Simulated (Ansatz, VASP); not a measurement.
# Ge in VASP and in Ansatz

Contents of INCAR:

```
  ALGO = Normal
  EDIFF = 1E-7
  EDIFFG = -0.01
  ENCUT = 600
  GGA = PE
  IBRION = 2
  ISIF = 3
  ISMEAR = -1
  IVDW = 12
  LASPH = T
  LCHARG = F
  LREAL = F
  LWAVE = F
  NELM = 100
  NSW = 60
  PREC = Accurate
  SIGMA = 0.05
```

KPOINTS

```
k-points
0
Gamma
  12 12 12
```

File POSCAR:

```
Ge
1.0
   -1.6084200000      1.6084200000      1.8731800000
    1.6084200000     -1.6084200000      1.8731800000
    1.6084200000      1.6084200000     -1.8731800000
Ge
1
Direct
    0.5000000000      0.5000000000      0.0000000000
```

Contents of input.yaml:

```yaml
crystal:
  lattice:
    - [-1.60842, 1.60842, 1.87318]
    - [1.60842, -1.60842, 1.87318]
    - [1.60842, 1.60842, -1.87318]
  atoms:
    - { symbol: Ge, position: [0.5, 0.5, 0.0] }
hamiltonian:
  xc: pbe
  pseudopotentials: { kind: paw }
  dispersion: d3bj
kpoints:
  mp_grid: { grid: [12, 12, 12] }
scf:
  occupations: { method: fermi_dirac, width: 0.05 }
output:
  forces: true
  stress: true
  eigenvalues: true
  write_density: true
  write_potential: true
  elf: true
  volumetric_format: npy
relax:
  f_tol: 0.01
  max_steps: 40
  cell: { stress_tol: 0.05 }
```

The cell was built by a generator and needn't be a form met in nature.

Alike in both runs: task relaxation of cell and atoms; functional PBE; dispersion D3(BJ); k mesh 12 × 12 × 12; occupations fermi-dirac, width 0.05 eV; no spin polarisation.

|  | VASP | Ansatz |
| --- | --- | --- |
| version | VASP 6.6.1 | Ansatz 0.2.0 |
| potentials or method | VASP PAW PBE potentials, release 64 (Ge_d) | Ansatz PAW |
| plane-wave cutoff (eV) | 600 | 420 |
| valence electrons in the cell | 14 | 14 |

VASP gave:

| Quantity | Value |
| --- | --- |
| gap on the k mesh at the Fermi level, each at its own relaxed structure (eV) | none |
| relaxed volume (Å³/atom) | 18.68 |
| relaxed cell length with the largest relative difference (Å) | 2.925 |
| energy change over the relaxation (meV/atom) | -7 |

Which values does Ansatz return?

gap on the k mesh at the Fermi level, each at its own relaxed structure (eV): none; relaxed volume (Å³/atom): 18.64; relaxed cell length with the largest relative difference (Å): 2.923; energy change over the relaxation (meV/atom): -8.

A gap of «none» marks a metal or a gap that the smearing closes.

Caveats: pairwise dispersion overbinds metals, which lowers pressure and volume; the plane-wave basis is chosen anew once the cell has moved, so the energies of steps on either side of that aren't comparable (Ansatz).
